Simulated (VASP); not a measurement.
Input of a VASP 6.6.1 run:

The input INCAR:

```
ALGO = Normal ; EDIFF = 1E-8
ENCUT = 520 ; ISIF = 2
ISMEAR = 0 ; LASPH = T
LCALCEPS = T ; LCHARG = F
LMIXTAU = T ; LREAL = F
LWAVE = F ; METAGGA = R2SCAN
NELM = 80 ; PREC = Accurate
SIGMA = 0.02
```

File KPOINTS:

```
k-points
0
Gamma
  6 6 4
```

The input POSCAR:

```
SnSe
1.0
    4.2336300000      0.0000000000      0.0000000000
    0.0000000000      4.2336300000      0.0000000000
    0.0000000000      0.0000000000     11.0038100000
Sn Se
2 2
Direct
    0.5000000000      0.0000000000      0.3783800000
    0.0000000000      0.5000000000      0.6216200000
    0.5000000000      0.0000000000      0.6232000000
    0.0000000000      0.5000000000      0.3768000000
```

Potentials or basis: VASP PAW PBE potentials, release 64 (Sn_d, Se).

Command:

```sh
$ cat potpaw_PBE.64/Sn_d/POTCAR potpaw_PBE.64/Se/POTCAR > POTCAR
$ mpirun -np 1 vasp_std > vasp.out
```

Predict the electronic dielectric tensor (diagonal).

16.10, 16.10, 1.98.

Predict the Born charges (mean of the diagonal).

Sn +3.98; Se -3.98 e.

Estimate the band gap on the k mesh.

1.72 eV, indirect (least direct gap 1.73 eV).

Born effective charge tensors (e):
atom 1, Sn
```
5.75 0.00 0.00
0.00 5.75 0.00
0.00 0.00 0.44
```
atom 2, Sn
```
5.75 0.00 0.00
0.00 5.75 0.00
0.00 0.00 0.44
```
atom 3, Se
```
-5.75  0.00  0.00
 0.00 -5.75  0.00
 0.00  0.00 -0.44
```
atom 4, Se
```
-5.75  0.00  0.00
 0.00 -5.75  0.00
 0.00  0.00 -0.44
```

Caveat: spin-orbit coupling is left out, which moves the levels of the heavy elements.
